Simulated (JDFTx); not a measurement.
# NaCl: equation of state with PBEsol

NaCl:

```
CELL_PARAMETERS angstrom
0.00000 2.79406 2.79406
2.79406 0.00000 2.79406
2.79406 2.79406 0.00000
ATOMIC_POSITIONS crystal
Cl 0.50000 0.50000 0.50000
Na 0.00000 0.00000 0.00000
```

The cell is a database's computed one.

| Quantity | Value |
| --- | --- |
| Program | JDFTx 1.7.0 (patched build) |
| Task | equation of state |
| Functional | PBEsol |
| Potentials or basis | PseudoDojo-SR-PBEsol-0.4.1-standard with smoothed tails |
| Cutoff | 1197 eV |
| Density cutoff | 9578 eV |
| k mesh | 8 × 8 × 8 |
| Occupations | fermi-dirac, width 0.05 eV |
| Spin | no spin polarisation |
| Local potential set to -Z/r beyond | 6 bohr |
| Bands | 14 |
| Density cutoff over wavefunction cutoff | 8 |
| Max SCF steps | 100 |
| SCF threshold on the energy | 1e-09 Ha |
| Solver of the electrons | scf |

| Quantity | Value |
| --- | --- |
| Equilibrium volume | 22.00 Å³/atom |
| Bulk modulus | 26 GPa |
| Pressure derivative of the bulk modulus | 4.7 |

Energy against volume, from the lowest point:
```
volume (Å³/atom)  energy (meV/atom)
          20.504               9.20
          20.940               4.36
          21.376               1.36
          21.813               0.00
          22.249               0.10
          22.685               1.52
          23.121               4.11
```
